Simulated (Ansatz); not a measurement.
The parent structure is LaAlO3 (space group R-3c, No. 167; a = 5.368 Å, c = 13.110 Å (hexagonal axes)).

Method: r2SCAN/PAW in Ansatz (a program for electronic structure), no SOC.

Base values:

| Item | Value |
|---|---|
| Band gap | 4.39 eV |
| Gap character | indirect, F → Γ |

One thing is altered: an isotropic linear strain of −2.66 %; the atoms relax in the strained cell.

Estimate the effect on the energy relative to the base, band gap, gap character and valence-band top at Γ.

The energy grows by 47 meV/atom; the band gap falls by 0.155 eV, from 4.39 eV to 4.23 eV; the gap character becomes direct at Γ (base: indirect, F → Γ); the valence-band top at Γ (three highest levels, from the VBM) comes out as 0.00, -0.02, -0.03 eV.

Semilocal Kohn–Sham gaps tend to fall short of experiment. No phonon test of stability was made.
